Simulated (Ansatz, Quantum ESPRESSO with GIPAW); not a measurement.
**19F and 45Sc NMR of K3ScF6, calculated**

Wanted: NMR shieldings and quadrupolar couplings for each site of K3ScF6.

Method: DFT, PBEsol, plane-wave PAW (pslibrary 1.0.0 recipes), scalar-relativistic, GIPAW; a patched development version of the program, in Quantum ESPRESSO with GIPAW 8.0dev (patched build).

## 1. Starting point

Symmetry: Fm-3m, No. 225, cubic system. Conventional cell: a = 8.953 Å, b = 8.953 Å, c = 8.953 Å, α = 90.00°, β = 90.00°, γ = 90.00°. Nearest to Sc lie 6 F at 2.00 Å. K has 6 F at 2.47 Å nearest. Nearest to K lie 12 F at 3.17 Å. Nearest to F lie 1 Sc at 2.00 Å and 5 K at 2.47 to 3.17 Å. Farther neighbours and most contacts between anions are not listed.

The cell is a computed entry of the Materials Project; it need not be the form that is stable at ambient conditions.

This structure had its atoms relaxed beforehand (DFT, PBEsol, plane-wave PAW (pslibrary 1.0.0 recipes), Quantum ESPRESSO with GIPAW), starting from the database entry, since shieldings follow bond lengths closely.

## 2. Ground state

The shielding is a linear response of the occupied states, which this run provides. It is converged far beyond what an energy needs, since the response uses the wavefunctions themselves. No empty states are asked for: the response is solved without them. The mesh has a spacing of 0.41 Å⁻¹ at most. The PAW files were made with ld1.x from the pslibrary 1.0.0 recipes, with GIPAW reconstruction switched on (the recipe of F slightly mended, as the packaged one fails to give a sound file).

Contents of scf.in:

```
&control
  calculation = 'scf'
  prefix = 'x'
  outdir = './tmp/'
  pseudo_dir = './'
/
&system
  ibrav = 0
  nat = 10
  ntyp = 3
  ecutwfc = 60
  ecutrho = 410
  nbnd = 40
/
&electrons
  conv_thr = 1.0d-10
  mixing_beta = 0.7
  electron_maxstep = 100
/
ATOMIC_SPECIES
  Sc 44.956 Sc.pbesol-spn-kjpaw_psl.1.0.0-gipaw.UPF
  K 39.098 K.pbesol-spn-kjpaw_psl.1.0.0-gipaw.UPF
  F 18.998 F.pbesol-n-kjpaw_psl.1.0.0-gipaw.UPF
CELL_PARAMETERS angstrom
  0.00000000 4.47663281 4.47663281
  4.47663281 0.00000000 4.47663281
  4.47663281 4.47663281 0.00000000
ATOMIC_POSITIONS crystal
  Sc -0.00000000 -0.00000000 0.00000000
  K 0.50000000 0.50000000 0.50000000
  K 0.25000000 0.25000000 0.25000000
  K 0.75000000 0.75000000 0.75000000
  F 0.77612159 0.77612159 0.22387841
  F 0.77612159 0.22387841 0.77612159
  F 0.22387841 0.77612159 0.22387841
  F 0.22387841 0.77612159 0.77612159
  F 0.22387841 0.22387841 0.77612159
  F 0.77612159 0.22387841 0.22387841
K_POINTS automatic
  3 3 3 0 0 0
```

Launch:

```console
$ mpirun -np 4 pw.x -nk 4 -in scf.in > scf.out
```

What it wrote:

```text
using ibrav=0 with symmetry is DISCOURAGED, use correct ibrav instead

     bravais-lattice index     =            0
     lattice parameter (alat)  =      11.9637  a.u.
     unit-cell volume          =    1210.8240 (a.u.)^3
     number of atoms/cell      =           10
     number of atomic types    =            3
     number of electrons       =        80.00
     number of Kohn-Sham states=           40
     kinetic-energy cutoff     =      60.0000  Ry
     charge density cutoff     =     410.0000  Ry
     scf convergence threshold =      1.0E-10
     mixing beta               =       0.7000
     number of iterations used =            8  plain     mixing
     Exchange-correlation= SLA-PW-PSX-PSC
                           (   1   4  10   8   0   0   0)
[...]
Sc               11.00    44.95600     Sc( 1.00)
     K                 9.00    39.09800     K ( 1.00)
     F                 7.00    18.99800     F ( 1.00)

     48 Sym. Ops., with inversion, found
[...]
number of k points=     4
[...]
Dense  grid:   169767 G-vectors     FFT dimensions: (  80,  80,  80)

     Smooth grid:    76321 G-vectors     FFT dimensions: (  60,  60,  60)

     Check: negative core charge=   -0.000004

     Initial potential from superposition of free atoms

     starting charge      79.9419, renormalised to      80.0000
     Starting wfcs are   58 randomized atomic wfcs

     Self-consistent Calculation

     iteration #  1     ecut=    60.00 Ry     beta= 0.70
     Davidson diagonalization with overlap
     ethr =  1.00E-02,  avg # of iterations =  1.0

     total energy              =    -842.60468506 Ry
     estimated scf accuracy    <       1.37964787 Ry

     iteration #  2     ecut=    60.00 Ry     beta= 0.70
     Davidson diagonalization with overlap
     ethr =  1.72E-03,  avg # of iterations =  5.0

     total energy              =    -842.89389176 Ry
     estimated scf accuracy    <       2.12624253 Ry

     iteration #  3     ecut=    60.00 Ry     beta= 0.70
     Davidson diagonalization with overlap
     ethr =  1.72E-03,  avg # of iterations =  5.8

     total energy              =    -843.30529365 Ry
     estimated scf accuracy    <       0.01589213 Ry

[...]
total energy              =    -843.31334584 Ry
[...]
iteration # 11     ecut=    60.00 Ry     beta= 0.70
     Davidson diagonalization with overlap
     ethr =  3.04E-12,  avg # of iterations =  4.2

     total energy              =    -843.31334584 Ry
     estimated scf accuracy    <          9.2E-10 Ry

     iteration # 12     ecut=    60.00 Ry     beta= 0.70
     Davidson diagonalization with overlap
     ethr =  1.15E-12,  avg # of iterations =  6.0

     End of self-consistent calculation
     [one-electron energies left out]

!    total energy              =    -843.31334584 Ry
     total all-electron energy =     -6331.231177 Ry
     estimated scf accuracy    <          8.8E-12 Ry

     The total energy is the sum of the following terms:
     one-electron contribution =    -290.76458111 Ry
     hartree contribution      =     184.25718499 Ry
     xc contribution           =    -107.80192900 Ry
     ewald contribution        =    -344.39563366 Ry
     one-center paw contrib.   =    -284.60838705 Ry

     convergence has been achieved in  12 iterations
[...]
JOB DONE.
```

The job ended after 35 s (4 MPI ranks of Arm Neoverse V1, shared host; peak memory 1.2 GiB; 2.3 min of CPU time).

It converged in 12 cycles to an estimated accuracy of 9e-12 Ry, on 4 irreducible k-points.

## 3. Shieldings

The job finds the current that a weak uniform field induces (applied as a long wave, q_gipaw) and the field that this current makes at each nucleus. On atoms with p or d valence electrons much of the paramagnetic part arises close to the nucleus, where the PAW partial waves rebuild the true states. pawproj makes the reconstruction use the PAW data sets' own projectors.

Contents of nmr.in:

```
&inputgipaw
  job = 'nmr'
  prefix = 'x'
  tmp_dir = './tmp/'
  restart_mode = 'from_scratch'
  verbosity = 'low'
  q_gipaw = 0.01
  spline_ps = .true.
  conv_threshold = 1.0d-11
  use_nmr_macroscopic_shape = .false.
  pawproj(1) = .true.
  pawproj(2) = .true.
  pawproj(3) = .true.
/
```

Launch:

```console
$ mpirun -np 4 gipaw.x -in nmr.in > nmr.out
```

What it wrote:

```text
[banner, memory and clock lines left out]
[a note of our patched build left out]

     Parallelizing q-star over 1 images

     IMPORTANT: XC functional enforced from input :
     Exchange-correlation= PBESOL
                           (   1   4  10   8   0   0   0)
     Any further DFT definition will be discarded
     Please, verify this is what you really want

     Check: negative core charge=   -0.000004
[...]
projs nearly linearly dependent: l=0  n1,n2= 1, 2  s=  0.99583929
[...]
alpha_pv=     90.3248 eV

     spline_ps is .false., expect some extrapolation errors

     q-space interpolation up to    72.00 Rydberg

     GIPAW job: nmr
     NMR macroscopic correction: no
[...]
Computing the magnetic susceptibility     isolve=0    ethr=  0.1000E-10
     Starting from scratch
     k-point #    1 of     4      pool #  1    cpu time:       2.1
[...]
End of magnetic susceptibility calculation

     f-sum rule (1st term):
           -74.5948         -0.0000         -0.0000
            -0.0000        -74.5948         -0.0000
            -0.0000         -0.0000        -74.5948

     f-sum rule (2nd term):
            -2.8106          0.0000          0.0000
             0.0000         -2.8106          0.0000
             0.0000          0.0000         -2.8106

     f-sum rule (should be   -77.3877):
           -77.4053         -0.0000         -0.0000
            -0.0000        -77.4053         -0.0000
            -0.0000         -0.0000        -77.4053

[... susceptibilities left out ...]
     Contributions to the NMR chemical shifts: -------------------------------

     Macroscopic shape contribution in ppm:                    0.00
             0.0000          0.0000          0.0000
             0.0000          0.0000          0.0000
             0.0000          0.0000          0.0000

     Core contribution in ppm:

     Atom  1  Sc  pos: (  0.000000  0.000000  0.000000)  core sigma:        1336.06
     Atom  2  K   pos: (  0.707107  0.707107  0.707107)  core sigma:        1192.38
     Atom  3  K   pos: (  0.353553  0.353553  0.353553)  core sigma:        1192.38
     Atom  4  K   pos: (  1.060660  1.060660  1.060660)  core sigma:        1192.38
     Atom  5  F   pos: (  0.707107  0.707107  1.097602)  core sigma:         305.83
     Atom  6  F   pos: (  0.707107  1.097602  0.707107)  core sigma:         305.83
     Atom  7  F   pos: (  0.707107  0.316612  0.707107)  core sigma:         305.83
     Atom  8  F   pos: (  1.097602  0.707107  0.707107)  core sigma:         305.83
     Atom  9  F   pos: (  0.707107  0.707107  0.316612)  core sigma:         305.83
     Atom 10  F   pos: (  0.316612  0.707107  0.707107)  core sigma:         305.83

     Bare contribution in ppm:

     Atom  1  Sc  pos: (  0.000000  0.000000  0.000000)  bare sigma:           6.21
[...]
Atom  2  K   pos: (  0.707107  0.707107  0.707107)  bare sigma:         116.59
[...]
Atom  3  K   pos: (  0.353553  0.353553  0.353553)  bare sigma:         129.30
[...]
Atom  4  K   pos: (  1.060660  1.060660  1.060660)  bare sigma:         129.30
[...]
Atom  5  F   pos: (  0.707107  0.707107  1.097602)  bare sigma:          68.50
[...]
Atom  6  F   pos: (  0.707107  1.097602  0.707107)  bare sigma:          68.50
[...]
Atom  7  F   pos: (  0.707107  0.316612  0.707107)  bare sigma:          68.50
[...]
Atom  8  F   pos: (  1.097602  0.707107  0.707107)  bare sigma:          68.50
[...]
Atom  9  F   pos: (  0.707107  0.707107  0.316612)  bare sigma:          68.50
[...]
Atom 10  F   pos: (  0.316612  0.707107  0.707107)  bare sigma:          68.50
[...]
Diamagnetic contribution in ppm:

     Atom  1  Sc  pos: (  0.000000  0.000000  0.000000)  dia sigma:          -9.52
[...]
Atom  2  K   pos: (  0.707107  0.707107  0.707107)  dia sigma:          -3.51
[...]
Atom  3  K   pos: (  0.353553  0.353553  0.353553)  dia sigma:          -3.50
[...]
Atom  4  K   pos: (  1.060660  1.060660  1.060660)  dia sigma:          -3.50
[...]
Atom  5  F   pos: (  0.707107  0.707107  1.097602)  dia sigma:          43.06
[...]
Atom  6  F   pos: (  0.707107  1.097602  0.707107)  dia sigma:          43.06
[...]
Atom  7  F   pos: (  0.707107  0.316612  0.707107)  dia sigma:          43.06
[...]
Atom  8  F   pos: (  1.097602  0.707107  0.707107)  dia sigma:          43.06
[...]
Atom  9  F   pos: (  0.707107  0.707107  0.316612)  dia sigma:          43.06
[...]
Atom 10  F   pos: (  0.316612  0.707107  0.707107)  dia sigma:          43.06
[...]
Paramagnetic contribution in ppm:

     Atom  1  Sc  pos: (  0.000000  0.000000  0.000000)  para sigma:        -192.50
[...]
Atom  2  K   pos: (  0.707107  0.707107  0.707107)  para sigma:        -250.53
[...]
Atom  3  K   pos: (  0.353553  0.353553  0.353553)  para sigma:        -166.76
[...]
Atom  4  K   pos: (  1.060660  1.060660  1.060660)  para sigma:        -166.76
[...]
Atom  5  F   pos: (  0.707107  0.707107  1.097602)  para sigma:          79.07
[...]
Atom  6  F   pos: (  0.707107  1.097602  0.707107)  para sigma:          79.07
[...]
Atom  7  F   pos: (  0.707107  0.316612  0.707107)  para sigma:          79.07
[...]
Atom  8  F   pos: (  1.097602  0.707107  0.707107)  para sigma:          79.07
[...]
Atom  9  F   pos: (  0.707107  0.707107  0.316612)  para sigma:          79.07
[...]
Atom 10  F   pos: (  0.316612  0.707107  0.707107)  para sigma:          79.07
[...]
Paramagnetic US occ-occ contribution in ppm:

     Atom  1  Sc  pos: (  0.000000  0.000000  0.000000)  para_oo sigma:          -7.25
[...]
Atom  2  K   pos: (  0.707107  0.707107  0.707107)  para_oo sigma:          -3.14
[...]
Atom  3  K   pos: (  0.353553  0.353553  0.353553)  para_oo sigma:          -0.36
[...]
Atom  4  K   pos: (  1.060660  1.060660  1.060660)  para_oo sigma:          -0.36
[...]
Atom  5  F   pos: (  0.707107  0.707107  1.097602)  para_oo sigma:           2.65
[...]
Atom  6  F   pos: (  0.707107  1.097602  0.707107)  para_oo sigma:           2.65
[...]
Atom  7  F   pos: (  0.707107  0.316612  0.707107)  para_oo sigma:           2.65
[...]
Atom  8  F   pos: (  1.097602  0.707107  0.707107)  para_oo sigma:           2.65
[...]
Atom  9  F   pos: (  0.707107  0.707107  0.316612)  para_oo sigma:           2.65
[...]
Atom 10  F   pos: (  0.316612  0.707107  0.707107)  para_oo sigma:           2.65
[...]
Paramagnetic US L_R Q_R contribution in ppm:

     Atom  1  Sc  pos: (  0.000000  0.000000  0.000000)  para_lq sigma:        -389.06
[...]
Atom  2  K   pos: (  0.707107  0.707107  0.707107)  para_lq sigma:          98.74
[...]
Atom  3  K   pos: (  0.353553  0.353553  0.353553)  para_lq sigma:         105.54
[...]
Atom  4  K   pos: (  1.060660  1.060660  1.060660)  para_lq sigma:         105.54
[...]
Atom  5  F   pos: (  0.707107  0.707107  1.097602)  para_lq sigma:        -322.15
[...]
Atom  6  F   pos: (  0.707107  1.097602  0.707107)  para_lq sigma:        -322.15
[...]
Atom  7  F   pos: (  0.707107  0.316612  0.707107)  para_lq sigma:        -322.15
[...]
Atom  8  F   pos: (  1.097602  0.707107  0.707107)  para_lq sigma:        -322.15
[...]
Atom  9  F   pos: (  0.707107  0.707107  0.316612)  para_lq sigma:        -322.15
[...]
Atom 10  F   pos: (  0.316612  0.707107  0.707107)  para_lq sigma:        -322.15
[...]
Total NMR chemical shifts in ppm: ---------------------------------------
     (adopting the Simpson convention for anisotropy and asymmetry)-----------

     Atom  1  Sc  pos: (  0.000000  0.000000  0.000000)  Total sigma:         743.95
           743.9479         -0.0000         -0.0000
            -0.0000        743.9479          0.0000
            -0.0000          0.0000        743.9479

     Sc      1    anisotropy:     -0.00    eta:    0.0000
[...]
Atom  2  K   pos: (  0.707107  0.707107  0.707107)  Total sigma:        1150.53
          1150.5319         -0.0000         -0.0000
             0.0000       1150.5319         -0.0000
            -0.0000         -0.0000       1150.5319

     K       2    anisotropy:     -0.00    eta:    0.0000
[...]
Atom  3  K   pos: (  0.353553  0.353553  0.353553)  Total sigma:        1256.61
          1256.6132          0.0000          0.0000
             0.0000       1256.6132          0.0000
             0.0000          0.0000       1256.6132

     K       3    anisotropy:      0.00    eta:    0.0000
[...]
Atom  4  K   pos: (  1.060660  1.060660  1.060660)  Total sigma:        1256.61
[... its tensor is left out ...]
     Atom  5  F   pos: (  0.707107  0.707107  1.097602)  Total sigma:         176.96
            83.6614          0.0000          0.0000
             0.0000         83.6614          0.0000
             0.0000          0.0000        363.5475

     F       5    anisotropy:    279.89    eta:    0.0000
[...]
Atom  6  F   pos: (  0.707107  1.097602  0.707107)  Total sigma:         176.96
[... its tensor is left out ...]
     Atom  7  F   pos: (  0.707107  0.316612  0.707107)  Total sigma:         176.96
[... its tensor is left out ...]
     Atom  8  F   pos: (  1.097602  0.707107  0.707107)  Total sigma:         176.96
[... its tensor is left out ...]
     Atom  9  F   pos: (  0.707107  0.707107  0.316612)  Total sigma:         176.96
[... its tensor is left out ...]
     Atom 10  F   pos: (  0.316612  0.707107  0.707107)  Total sigma:         176.96
[... its tensor is left out ...]
```

Wall time 4.9 min (4 MPI ranks); peak memory 0.84 GiB.

The f-sum rule is met to 0.018 of 77.4 (0.02 %). Converged shieldings require that this miss be small, but a small miss does not prove them.

From the symmetric part of each tensor, with principal values σ11 ≤ σ22 ≤ σ33: σ_iso is their mean, the span is σ33 − σ11 and the skew 3(σ_iso − σ22)/span. (gipaw.x prints an anisotropy in another convention.)

```tsv
site	atom no.	atoms in cell	σ_iso (ppm)	span (ppm)	skew
Sc	1	1	744	0	-
K(1)	2	1	1150.5	0.0	-
K(2)	3	2	1256.6	0.0	-
F	5	6	177.0	279.9	1.00
```

The macroscopic shape term is switched off. For a spherical sample the valence susceptibility of this run would add about 7 ppm to every site, a rough estimate, since the susceptibility converges slowly and lacks part of the PAW terms. Differences within the crystal don't depend on it, but shieldings of different compounds can't be compared to better than a few ppm without it.

Sc, K(1) and K(2) sit on cubic site symmetry, where the tensor must be isotropic. An axis of order three or more runs through F, so two principal values coincide and the skew is ±1. In this run the largest span is that of F (site symmetry 4mm), with principal values 83.7, 83.7 and 363.5 ppm.

The quadrupolar nuclei (45Sc and 39K) sit on sites where the field gradient vanishes by symmetry, so they have no quadrupolar coupling.

## 4. From shieldings to shifts

A shielding is counted from the bare nucleus and a shift from a reference compound, with the opposite sign. A fitted line does better than one reference, as its slope takes up part of the functional's error.

Shifts follow from reference lines fitted to measured solids with this functional and these files. 19F bound to cations with low empty d or f shells (Ca, Sc, Ti, La and kin; for O also their heavier kin), which semilocal functionals deshield too much: δ = (44.2 − σ) / 1.409, zero at CFCl3, fitted to 5 measured values, from CaF2, LaF3 and ScF3, with a scatter of 5.3 ppm r.m.s., on σ without the shape term. Kinds of site that fitted badly were split off after the misses were seen, so the scatter is that of the points kept.

Covalently bonded atoms count as neighbours within 1.18 times the sum of their radii. Otherwise a cation's neighbours lie within 1.2 times its shortest bond (1.3 for large cations, each anion's radius taken off where they differ), and an anion's are the cations that count it.

```tsv
site	atom no.	atoms in cell	surroundings	bonds (Å)	δ_iso (ppm)
Sc	1	1	ScF6	2.004	-
K(1)	2	1	KF6	2.472	-
K(2)	3	2	KF12	3.174	-
F	5	6	bound to ScK5	2.00 to 3.17	-94.2
```

By surroundings the K shieldings are 6-coordinate: 1150.5; 12-coordinate: 1256.6 ppm.

Simulated spectrum: 19F MAS at 40 kHz, 11.7 T (468.9 MHz), lines broadened by 2 ppm; rigid lattice, with dipolar and J couplings left out. Its lines over 1.5 % of the strongest:

```tsv
δ (ppm)	area
-8.9	0.22
-94.2	1.00
-179.5	0.14
-264.8	0.05
```

Spinning sidebands lie 85.3 ppm apart.

## 5. Cost against result

Each row names what was changed: the structure as given shows what the relaxation did.

Changes of σ_iso (ppm) against the run above (PBEsol, cutoffs 60 and 410 Ry, mesh 3×3×3, 22 min). Times are CPU times of pw.x and gipaw.x together, on 4 MPI ranks of Arm Neoverse V1, shared host; on a shared host they are rough.

```tsv
run	CPU time	f-sum miss	Sc	K(1)	K(2)	F
structure as given	23 min	0.018	+0.3	-1.5	-0.2	-1.2
```

## 6. Results

| Item | Value |
| --- | --- |
| 19F shift | -94.2 ppm |
| 45Sc shielding without shape term | 744 ppm |
| 39K shielding without shape term | 1150.5, 1256.6 ppm |

19F has one site (bound to ScK5), with isotropic shift -94.2 ppm. A finer mesh and a higher cutoff were not carried through on these files. Semilocal functionals place the empty 3d states of Sc too low, which is known to deshield neighbouring F too much. This build of gipaw.x prints that it is not audited and that its numbers are no references by themselves. It also reports spline_ps as false although the input sets it; why was not traced. The field gradients use PAW files made for PBE.

[Banner, clock, file and message-heading lines were taken out of the pw.x and gipaw.x logs.]

[Logs are printed without paths, hosts, clocks, repeated set-up lines and the standing remarks that a program may print on its own settings, such as how far it seeks lower states.]

[Hosts, paths, dates, database ids (printed as entryN), source tags and the programs' standing remarks are cut or masked in the printed files.]

[Where no reference line passes its bar on scatter, no shift is given, so a measured shift of this compound may stand uncompared.]
